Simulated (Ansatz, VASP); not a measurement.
## BAs in two plane-wave programs

Wanted: the spread between two codes on one cell, functional and k mesh. The cell is taken from a series of VASP runs on this material, whose earlier steps may have relaxed, scaled or displaced it; both programs get it as it stands.

Calculated with Ansatz 0.2.0; plane waves, with VASP 6.6.1 beside it; band structure at PBE, dielectric response at PBE and single point at PBE.

### 1. The structure

The structure is cubic, space group F-43m (No. 216). Conventional cell: a = 4.817 Å, b = 4.817 Å, c = 4.817 Å, α = 90.00°, β = 90.00°, γ = 90.00°. Nearest to B lie 4 As at 2.09 Å. As has 4 B at 2.09 Å nearest. Farther neighbours are not listed.

### 2. VASP: band structure, PBE

Levels along a path test the potential and the projectors away from the mesh points.

Lines of VASP's logs that name or quote its potential files are left out, and so is its time.

INCAR reads:

```
SYSTEM = BAs
PREC = Accurate
ENCUT = 420
EDIFF = 1E-06
NELM = 100
ISMEAR = 0
SIGMA = 0.05
LREAL = .FALSE.
ALGO = Normal
GGA = PE
NBANDS = 16
LORBIT = 11
LWAVE = .FALSE.
LCHARG = .FALSE.
KPAR = 2
```

POSCAR reads:

```
BAs
1.0
    0.0000000000      2.4084771865      2.4084771865
    2.4084771865      0.0000000000      2.4084771865
    2.4084771865      2.4084771865      0.0000000000
B As
1 1
Direct
    0.0000000000      0.0000000000      0.0000000000
    0.2500000000      0.2500000000      0.2500000000
```

KPOINTS reads:

```
Automatic mesh
0
Gamma
8 8 8
0 0 0
```

KPOINTS_OPT reads:

```
Line mode
16
Line-mode
Reciprocal
  0.00000000   0.00000000   0.00000000 GAMMA
  0.50000000   0.00000000   0.50000000 X

  0.50000000   0.00000000   0.50000000 X
  0.50000000   0.25000000   0.75000000 W

  0.50000000   0.25000000   0.75000000 W
  0.37500000   0.37500000   0.75000000 K

  0.37500000   0.37500000   0.75000000 K
  0.00000000   0.00000000   0.00000000 GAMMA

  0.00000000   0.00000000   0.00000000 GAMMA
  0.50000000   0.50000000   0.50000000 L

  0.50000000   0.50000000   0.50000000 L
  0.62500000   0.25000000   0.62500000 U

  0.62500000   0.25000000   0.62500000 U
  0.50000000   0.25000000   0.75000000 W

  0.50000000   0.25000000   0.75000000 W
  0.50000000   0.50000000   0.50000000 L

  0.50000000   0.50000000   0.50000000 L
  0.37500000   0.37500000   0.75000000 K

  0.62500000   0.25000000   0.62500000 U
  0.50000000   0.00000000   0.50000000 X
```

The projector-augmented-wave data sets are B and As (PBE family, release 64).

Launch:

```sh
$ mpirun -np 2 vasp_std
```

Numbers of over 12 decimals in the logs are rounded to 6 here.

What it wrote:

```text
[banner, memory and clock lines left out]
running    2 mpi-ranks, on    1 nodes
 distrk:  each k-point on    1 cores,    2 groups
 distr:  one band on    1 cores,    1 groups

 POSCAR found type information on POSCAR B As
 POSCAR found :  2 types and       2 ions
 LDA part: xc-table for (Slater+PW92), standard interpolation
 POSCAR, INCAR and KPOINTS ok, starting setup
 FFT: planning ... GRIDC
 FFT: planning ... GRID_SOFT
 FFT: planning ... GRID
 WAVECAR not read
 entering main loop
       N       E                     dE             d eps       ncg     rms          rms(c)
DAV:   1     0.102692488404E+02    0.10269E+02   -0.31375E+03   928   0.373E+02
DAV:   2    -0.114774139066E+02   -0.21747E+02   -0.20952E+02  1288   0.827E+01
DAV:   3    -0.120025269827E+02   -0.52511E+00   -0.52452E+00  1096   0.108E+01
DAV:   4    -0.120033424272E+02   -0.81544E-03   -0.81543E-03  1216   0.515E-01
DAV:   5    -0.120033434651E+02   -0.10380E-05   -0.10380E-05  1104   0.180E-02    0.476E+00
DAV:   6    -0.114680182877E+02    0.53533E+00   -0.13589E+00  1136   0.336E+00    0.226E+00
DAV:   7    -0.114137128364E+02    0.54305E-01   -0.14920E-01  1216   0.141E+00    0.992E-01
DAV:   8    -0.114076343772E+02    0.60785E-02   -0.15263E-02  1104   0.545E-01    0.916E-02
DAV:   9    -0.114080114099E+02   -0.37703E-03   -0.80360E-04  1080   0.120E-01    0.482E-02
DAV:  10    -0.114080985453E+02   -0.87135E-04   -0.11724E-04  1096   0.483E-02    0.105E-02
DAV:  11    -0.114080995390E+02   -0.99372E-06   -0.33963E-06  1184   0.741E-03
   1 F= -.11408100E+02 E0= -.11408100E+02  d E =-.664757E-15
 Start KPOINTS_OPT (optional k-point list driver)
k-point batch [1-29\160]
       N       E                     dE             ncg
DAV:   1     0.533183801118E+03   -0.57805E+04      928
DAV:   2    -0.729139564266E+02   -0.60610E+03     1240
DAV:   3    -0.898826304472E+02   -0.16969E+02     1168
DAV:   4    -0.899077233353E+02   -0.25093E-01     1168
DAV:   5    -0.899077556124E+02   -0.32277E-04     1184
DAV:   6    -0.899077556791E+02   -0.66651E-07     1008
[...]
k-point batch [146-160\160]
       N       E                     dE             ncg
DAV:   1     0.447624212383E+04   -0.44349E+04      480
DAV:   2     0.414776841349E+04   -0.32847E+03      640
DAV:   3     0.414009312022E+04   -0.76753E+01      616
DAV:   4     0.414007940331E+04   -0.13717E-01      592
DAV:   5     0.414007937879E+04   -0.24526E-04      616
DAV:   6     0.414007937872E+04   -0.69028E-07      576
```

Parts of OUTCAR (step 2):

```text
ion  position               nearest neighbor table
   1  0.000  0.000  0.000-   2 2.09   2 2.09   2 2.09   2 2.09
   2  0.250  0.250  0.250-   1 2.09   1 2.09   1 2.09   1 2.09

  LATTYP: Found a face centered cubic cell.
 ALAT       =     4.8169543730

 Subroutine GETGRP returns: Found 24 space group operations
 (whereof 24 operations were pure point group operations)

The static configuration has the point symmetry T_d .

 Found     29 irreducible k-points:

   k-points           NKPTS =     29   k-points in BZ     NKDIM =     29   number of bands    NBANDS=     16

   dimension x,y,z NGX =    24 NGY =   24 NGZ =   24
   dimension x,y,z NGXF=    48 NGYF=   48 NGZF=   48

   ENCUT  =  420.0 eV  30.87 Ry    5.56 a.u.   5.69  5.69  5.69*2*pi/ulx,y,z

   NELECT =       8.0000    total number of electrons

 k-points in reciprocal lattice and weights: Automatic mesh
   0.00000000  0.00000000  0.00000000       0.002
   0.12500000  0.00000000  0.00000000       0.016
   0.25000000  0.00000000  0.00000000       0.016
   0.37500000  0.00000000  0.00000000       0.016
   0.50000000  0.00000000  0.00000000       0.008
   0.12500000  0.12500000  0.00000000       0.012
   0.25000000  0.12500000  0.00000000       0.047
   0.37500000  0.12500000  0.00000000       0.047
   0.50000000  0.12500000  0.00000000       0.047
[...]
-0.37500000  0.50000000  0.12500000       0.023
  -0.25000000  0.50000000  0.25000000       0.012

 average (electrostatic) potential at core
       1 -27.0979       2 -49.0218

 E-fermi :   6.1121

 k-point     1 :       0.0000    0.0000    0.0000
  band No.  band energies     occupation
      1      -9.3226      2.00000
      2       5.8560      2.00000
      3       5.8560      2.00000
      4       5.8560      2.00000
      5       9.0958      0.00000
      6       9.0958      0.00000
      7       9.0958      0.00000
      8      10.2245      0.00000
      9      15.3154      0.00000
    ...

 k-point     2 :       0.1250    0.0000    0.0000
  band No.  band energies     occupation
      1      -9.0725      2.00000
      2       3.9125      2.00000
      3       5.4294      2.00000
      4       5.4294      2.00000
      5       9.1453      0.00000
      6       9.6582      0.00000
      7       9.6582      0.00000
      8      11.5729      0.00000
      9      16.2389      0.00000
    ...

 k-point     3 :       0.2500    0.0000    0.0000
  band No.  band energies     occupation
      1      -8.3454      2.00000
      2       0.9931      2.00000
      3       4.7348      2.00000
      4       4.7348      2.00000
      5       8.7868      0.00000
      6      10.4476      0.00000
      7      10.4476      0.00000
      8      13.5735      0.00000
      9      17.0168      0.00000
    ...

  Total        0.0043913      0.0043913      0.0043913      0.0000000     -0.0000000     -0.0000000
  in kB        0.2517919      0.2517919      0.2517919      0.0000000     -0.0000000     -0.0000000
  external PRESSURE =       0.2517919 kB  Pullay stress =       0.0000000 kB

  energy-cutoff  :      420.00
  volume of cell :       27.94
      direct lattice vectors                 reciprocal lattice vectors
     0.000000000  2.408477186  2.408477186    -0.207600057  0.207600057  0.207600057
     2.408477186  0.000000000  2.408477186     0.207600057 -0.207600057  0.207600057
     2.408477186  2.408477186  0.000000000     0.207600057  0.207600057 -0.207600057

 POSITION                                       TOTAL-FORCE (eV/Angst)
 -----------------------------------------------------------------------------------
      0.00000      0.00000      0.00000        -0.000000      0.000000     -0.000000
      1.20424      1.20424      1.20424         0.000000     -0.000000      0.000000
 -----------------------------------------------------------------------------------
    total drift:                                0.000000      0.000000      0.000000

  FREE ENERGIE OF THE ION-ELECTRON SYSTEM (eV)
  ---------------------------------------------------
  free  energy   TOTEN  =       -11.4080995390 eV

  energy  without entropy=      -11.4080995390  energy(sigma->0) =      -11.40809954

 total charge
# of ion       s       p       d       tot
------------------------------------------
    1        0.656   1.153   0.000   1.809
    2        1.173   1.643   0.084   2.900
--------------------------------------------------
tot          1.830   2.796   0.084   4.709

[... 3 further parts left out ...]
```

Spin-orbit coupling is off here; it would split degenerate levels, and it lifts a valence top of As p states by about 0.1 eV.

### 3. Ansatz: band structure, PBE

Ansatz runs on its default PAW (the set named soft_2) files.

The same cell, functional, mesh and smearing now go to Ansatz, which takes its cutoff from its data sets.

input.yaml reads:

```yaml
crystal:
  lattice:
    - [0.0, 2.4084771865, 2.4084771865]
    - [2.4084771865, 0.0, 2.4084771865]
    - [2.4084771865, 2.4084771865, 0.0]
  atoms:
    - { symbol: B, position: [0.0, 0.0, 0.0] }
    - { symbol: As, position: [0.25, 0.25, 0.25] }
hamiltonian:
  xc: pbe
  pseudopotentials: { kind: paw }
kpoints:
  mp_grid: { grid: [8, 8, 8] }
  band_path:
    path:
      - [0.0, 0.0, 0.0]
      - [0.16667, 0.0, 0.16667]
      - [0.33333, 0.0, 0.33333]
      - [0.4, 0.0, 0.4]
      - [0.5, 0.0, 0.5]
      - [0.5, 0.08333, 0.58333]
      - [0.5, 0.18333, 0.68333]
      - [0.5, 0.25, 0.75]
      - [0.45, 0.3, 0.75]
      - [0.40833, 0.34167, 0.75]
      - [0.35, 0.35, 0.7]
      - [0.225, 0.225, 0.45]
      - [0.075, 0.075, 0.15]
      - [0.03333, 0.03333, 0.03333]
      - [0.23333, 0.23333, 0.23333]
      - [0.4, 0.4, 0.4]
      - [0.51667, 0.46667, 0.51667]
      - [0.55833, 0.38333, 0.55833]
      - [0.60833, 0.28333, 0.60833]
      - [0.60833, 0.25, 0.64167]
      - [0.55833, 0.25, 0.69167]
      - [0.51667, 0.25, 0.73333]
      - [0.5, 0.3, 0.7]
      - [0.5, 0.38333, 0.61667]
      - [0.5, 0.48333, 0.51667]
      - [0.475, 0.475, 0.55]
      - [0.425, 0.425, 0.65]
      - [0.38333, 0.38333, 0.73333]
      - [0.59167, 0.18333, 0.59167]
      - [0.55, 0.1, 0.55]
      - [0.5, 0.0, 0.5]
    npoints: 1
scf:
  occupations: { method: gaussian, width: 0.05 }
  n_extra_bands: 7
output:
  forces: true
  stress: true
  eigenvalues: true
```

Launch:

```sh
$ ansatz run input.yaml --threads 2 --pin off --max-ram 4608MiB --backend cpu --events-out ev --progress --plain --runs-dir out
```

What it wrote:

```text
scf.n_extra_bands = 7 over 9 filled bands (N_el = 18.0): the run solves 16 bands
Engine: ansatz 0.2.0, aarch64-unknown-linux-gnu
Pseudopotentials: kind: paw
Pseudopotential: B, paw, valence charge 3, recommended cutoff 420 eV (normal), B.paw.azcp
Pseudopotential: As, paw, valence charge 15, recommended cutoff 420 eV (normal), As.paw.azcp
Functional definition: PBE
  parameter kappa = 0.804
  parameter beta = 0.066725
  exchange = pbe_x(kappa = kappa, mu = beta*pi^2/3)
  correlation = pbe_c(beta = beta)
Crystal: 2 atoms, lattice volume = 27.942 Å³
Basis set: ecut = 420 eV, 537 PW (Γ), exchange–correlation on 48×48×48 points (8 copies of the dense FFT grid, shifted against one another)
Bands: 16, of which v1, the nominal top of the filled ones, is band 9 counted from 1 (8 counted from 0)
Symmetry: 24 space group operations
Space group: F-43m (ITA 216), of the structure as read, at distance tolerance 3.0e-5 Å
k-points: 29 of 512 (time reversal used)
Non-local potential: B, projectors of the file, l = 0: 2, l = 1: 2, l = 2: 1
Non-local potential: As, projectors of the file, l = 0: 2, l = 1: 2, l = 2: 3, l = 3: 1
PAW form: soft (Blöchl's): semilocal exchange-correlation on the pseudo side does not see the compensation charge
PAW one-centre angular grid: B, 110 points (default); XC on 64 Gauss nodes
PAW one-centre angular grid: As, 590 points (default); XC on 64 Gauss nodes
Initial density: superposition of atomic densities (neutral atoms: chi_scale 0, normalization atom), corrected by the library's trained network
Initial wavefunctions: pseudopotential atomic-orbital guess
Functional: x = pbe(κ = 0.804, μ = 0.219515), c = pbe(β = 0.066725)
SCF iter   1: F=—  HF=-5012.102514 eV  |F-HF|=—  |Δ(HF+E_count)|=         —  Δρ=7.44e-4  dr2=8.48e-5  ethr=1.77e-3  ⟨swp⟩=5.4  Hψ=2556  notcnv=0  defer=6
preconditioner: auto → none  [insulator: Δε(μ)=1.222 eV  Ē_g=15.409 eV  σ=0.050 eV  W_gap=1.00  n_scr=8 (ndim 8)  ℏωp=19.9 eV  f_vac=0.001  D(μ)=0.00/eV (n_scr^D=0)  ε∞_Penn≈2.7]
SCF iter   2: F=—  HF=-5012.102527 eV  |F-HF|=—  |Δ(HF+E_count)|=   1.26e-5  Δρ=4.80e-4  dr2=5.26e-5  ethr=4.71e-7  ⟨swp⟩=2.8  Hψ=977  notcnv=0  defer=17
SCF iter   3: F=—  HF=-5012.102528 eV  |F-HF|=—  |Δ(HF+E_count)|=   1.38e-6  Δρ=2.86e-4  dr2=7.72e-6  ethr=2.92e-7  ⟨swp⟩=2.7  Hψ=659  notcnv=0  defer=17
SCF iter   4: F=—  HF=-5012.102563 eV  |F-HF|=—  |Δ(HF+E_count)|=   3.48e-5  Δρ=1.13e-4  dr2=5.36e-6  ethr=4.29e-8  ⟨swp⟩=2.0  Hψ=654  notcnv=0  defer=17
SCF iter   5: F=—  HF=-5012.102561 eV  |F-HF|=—  |Δ(HF+E_count)|=   2.37e-6  Δρ=5.23e-5  dr2=1.14e-6  ethr=2.98e-8  ⟨swp⟩=2.0  Hψ=651  notcnv=0  defer=17
SCF iter   6: F=—  HF=-5012.102560 eV  |F-HF|=—  |Δ(HF+E_count)|=   4.07e-7  Δρ=2.22e-5  dr2=1.98e-7  ethr=6.36e-9  ⟨swp⟩=1.9  Hψ=478  notcnv=0  defer=17
SCF iter   7: F=-5012.102560 eV  HF=-5012.102560 eV  |F-HF|=2.92e-9  |Δ(HF+E_count)|=   9.83e-8  Δρ=2.47e-6  dr2=2.48e-9  ethr=5.56e-10  ⟨swp⟩=7.2  Hψ=2056  notcnv=0
SCF 1 converged in 7 iterations: F = -5012.102560 eV  dr2 = 2.48e-9
  greatest PAW one-centre occupation: 0.999 electrons in one spin orbital (limit 2), on the As atom at site 1 (counted from 0), in its partial waves of l = 2
NSCF: frozen V_eff on 31 k-points
SCF converged after 7 iterations
Free energy (F): -5012.102560 eV
Harris-Foulkes:  -5012.102560 eV  (|F-HF|=2.92e-9)
Internal energy: -5012.102560 eV  (E = F + TS)
E sigma→0 (E₀):  -5012.102560 eV
Fermi energy:    11.341593 eV
--- Per-component energies (eV) ---
  E_band       = -216.229535
  E_kinetic    = 151.008267
  E_local      = -1715.810218  (includes V_loc(G=0)·N_el)
  E_nonlocal   = -657.841580
  E_hartree    = 948.311833
  E_xc         = -111.032759
  E_vxc        = -117.136817  (∫ρ·V_xc dr)
  E_paw        = -1915.277606  (= ΣΔE_a)
  E_vpaw       = 226.928933  (= ΣTr[D̂ρ^β])
  E_aug_tail   = 0.000007  (compensation charges beyond the density's cutoff)
  E_ewald      = -1711.460505
  E_smearing   = -0.000000  (= −TS)
  E_closure    = 0.000000  (closes the sum)
  Σ components = -5012.102560   (vs F -5012.102560, Δ=0.00e0)
--- Forces (eV/Å), atoms counted from 1 ---
  atom   1  B      0.00000000    -0.00000000     0.00000000
  atom   2  As    -0.00000000    -0.00000000     0.00000000
  max |Σ_I F_I| component: 5.55e-16 eV/Å
--- Stress (GPa, compression-positive) ---
       -0.623156       0.000000       0.000000
        0.000000      -0.623156       0.000000
       -0.000000       0.000000      -0.623156
  P = ⅓ Tr σ = -0.6232 GPa (-6.232 kbar)
--- Band table (eV; the first three rows and the last of 29) ---
  k-point 0: bands = [... 5 lower, -4.4462, 10.7320, 10.7320, 10.7320, 13.9817, 13.9817, 13.9817, 15.0906, ... 3 higher]
  k-point 1: bands = [... 5 lower, -4.1961, 8.7906, 10.3066, 10.3066, 14.0258, 14.5441, 14.5441, 16.4470, ... 3 higher]
  k-point 2: bands = [... 5 lower, -3.4689, 5.8750, 9.6132, 9.6132, 13.6653, 15.3361, 15.3361, 18.4575, ... 3 higher]
  k-point 28: bands = [... 5 lower, -0.2464, 2.7929, 5.4018, 5.6906, 15.9914, 16.5371, 17.4931, 17.6233, ... 3 higher]
```

Run time: 2.2 s. Hardware: 2 threads of Arm Neoverse N1, shared host; peak memory 0.28 GiB.

In the SCF lines HF is the Harris–Foulkes energy and dr2 the Hartree energy of the density residual, in eV; the loop may stop once dr2 is under the threshold and the program's other checks hold. Hψ counts applications of the Hamiltonian.

### 4. Side by side

Known differences besides the potentials themselves: the data sets hold 18 valence electrons in Ansatz (default PAW (the set named soft_2) files) and 8 in VASP; VASP leaves aspherical gradient terms in its spheres out (LASPH is not set), Ansatz keeps them. Total energies have different zeros and are not compared.

Compared:

| quantity | Ansatz | VASP | difference |
| --- | --- | --- | --- |
| pressure (GPa) | -0.62 | 0.03 | -0.65 |
| pressure without Ansatz's Pulay correction (GPa) | -0.72 | 0.03 | -0.74 |
| gap over the path points (eV) | 1.209 | 1.197 | +0.012 |

Levels at points of the path, from each program's valence-band top (eV; 3 filled, then empty):

| k (reciprocal lattice) | Ansatz | VASP |
| --- | --- | --- |
| 0.000 0.000 0.000 | 0.00 0.00 0.00 3.25 3.25 3.25 | 0.00 0.00 0.00 3.24 3.24 3.24 |
| 0.167 0.000 0.167 | -2.30 -1.66 -1.66 2.25 5.45 5.55 | -2.30 -1.67 -1.67 2.24 5.45 5.54 |
| 0.333 0.000 0.333 | -5.89 -3.36 -3.36 1.30 3.14 8.98 | -5.90 -3.37 -3.37 1.29 3.12 8.96 |
| 0.400 0.000 0.400 | -7.23 -3.75 -3.75 1.21 2.28 10.21 | -7.23 -3.76 -3.76 1.20 2.27 10.18 |
| 0.500 0.000 0.500 | -8.38 -3.97 -3.97 1.47 1.47 11.15 | -8.39 -3.98 -3.98 1.45 1.46 11.12 |
| 0.500 0.083 0.583 | -8.29 -4.34 -4.29 2.16 2.20 10.38 | -8.30 -4.35 -4.30 2.14 2.19 10.35 |
| 0.500 0.183 0.683 | -8.03 -5.12 -4.89 4.15 4.37 8.09 | -8.04 -5.13 -4.90 4.13 4.36 8.06 |
| 0.500 0.250 0.750 | -7.94 -5.33 -5.04 5.26 5.80 6.76 | -7.95 -5.34 -5.05 5.24 5.80 6.74 |
| 0.450 0.300 0.750 | -7.96 -5.57 -4.42 3.81 5.61 7.58 | -7.97 -5.58 -4.43 3.79 5.59 7.56 |
| 0.408 0.342 0.750 | -8.00 -5.74 -3.66 2.47 5.51 8.59 | -8.01 -5.75 -3.67 2.46 5.50 8.57 |

Among the levels compared at these points, filled levels agree within 14 meV and empty ones within 32 meV. Ansatz's pressure holds a Pulay correction of 0.10 GPa; VASP's holds none.

[end of part 1 of 2]

[Lines on the potential files, build, host, timing and source positions are cut from VASP's logs without a mark.]

[Logs are printed without paths, hosts, clocks, repeated set-up lines and the standing remarks that a program may print on its own settings, such as how far it seeks lower states.]

[Hosts, paths, dates, database ids (printed as entryN), source tags and the programs' standing remarks are cut or masked in the printed files.]
